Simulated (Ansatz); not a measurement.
# Cu: energy along a strain

Cu, I4/mmm, a = 2.951 Å, c = 2.759 Å. This isn't the element's structure at ambient conditions. Ansatz: PBE, PAW, 420 eV, Γ-centred 30×30×30 mesh on 1 atom, Gaussian smearing 0.15 eV; no spin polarisation. Cell vectors (Å): -1.476 1.476 1.380; 1.476 -1.476 1.380; 1.476 1.476 -1.380. The cell is strained by x per cent times the pattern (0 0 0 0 0 1) in the order xx yy zz yz xz xy (engineering shears), with fractional coordinates held. y is the free energy over the start, V0 = 12.014 Å³/atom. Symmetry makes y even in x.

| x (%) | y (meV/atom) |
| --- | --- |
| -4.00 | ? |
| -2.00 | 1.53 |
| 0.00 | 0.00 |
| 0.50 | 0.10 |
| 1.00 | 0.38 |
| 1.50 | 0.86 |
| 2.50 | 2.40 |
| 3.00 | 3.46 |
| 3.50 | 4.72 |

Task: Fit y = c2 x² + c4 x⁴ to the other rows, get the stiffness along the pattern, and predict the missing energy.

Result: Least squares on the rows shown. y = 0.3819 x² + 0.0002840 x⁴. The clamped-ion stiffness p·C·p = 2 × 3.819 eV × 160.2 / 12.014 Å³ = 102 GPa, which is C66 in these axes. At x = -4.00 the fit asked for gives 6.18 meV/atom. The run gave 6.17 meV/atom, so the fit is 0.01 meV/atom too high, a small miss on the scale of the series.

Cost: 9 runs of about 3.4 core-minutes in all, on Intel Xeon Platinum 8488C (Sapphire Rapids) (shared hosts).